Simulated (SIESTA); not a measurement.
Crystal: MnSb.

```xyz
4
Lattice="4.1500 0.0000 0.0000 -2.0750 3.5940 0.0000 0.0000 0.0000 5.7800" Properties=species:S:1:pos:R:3 pbc="T T T"
Sb    2.0750    1.1980    4.3350
Sb    0.0000    2.3960    1.4450
Mn    0.0000    0.0000    2.8900
Mn    0.0000    0.0000    0.0000
```

* Program: SIESTA 5.4.2
* Task: single point
* Functional: PBEsol
* Potentials or basis: PseudoDojo 0.4 standard (PBEsol files)
* Basis: DZP (energy shift 0.003 Ry; two zetas on semicore shells)
* Grid cutoff: 800 Ry
* Energy shift: 0.003 Ry
* k mesh: 7 × 7 × 5
* Occupations: fermi-dirac, width 0.05 eV
* Spin: collinear spin, ferromagnetic start
* Starting moments: [0.0, 0.0, 4.0, 4.0] μB

On this cell: pressure -6.0 GPa; largest force under 0.003 eV/Å; net moment 6.78 μB per cell; site moments Sb -0.35; Mn +3.74 μB; band gap on the k mesh none (metal or under the smearing width).

The same run follows on a disturbed copy (atoms moved at random, drawn with an rms of 0.05 Å):

```
Sb Mn
1.0
     4.15000    0.00000    0.00000
    -2.07500    3.59401    0.00000
     0.00000    0.00000    5.78000
Sb Mn
2 2
Direct
  0.66312 0.32736 0.75726
  0.34469 0.67498 0.24637
  0.99246 0.99768 0.50553
  0.98321 0.99983 0.99530
```

Q: What changes?

A: The energy (extrapolated to zero smearing) moves by +11.1 meV/atom; pressure -5.8 GPa; largest force 0.584 eV/Å; net moment 6.75 μB per cell; site moments Sb -0.34, -0.36; Mn +3.78, +3.67 μB; band gap on the k mesh none (metal or under the smearing width).

Forces on the atoms (eV/Å):
```
Sb  -0.288  0.134 -0.207
Sb  -0.449 -0.221  0.141
Mn   0.228  0.062 -0.220
Mn   0.509  0.024  0.285
```

Stress tensor (GPa, compression positive):
```
-5.12  0.14  0.03
 0.14 -6.01 -0.14
 0.03 -0.14 -6.25
```

Caveats: short orbitals over semicore shells can move pressures by several GPa; the basis of atomic orbitals isn't converged, which shifts pressures, moduli and gaps; only a ferromagnetic start was run, and an antiferromagnetic order may lie lower in energy.
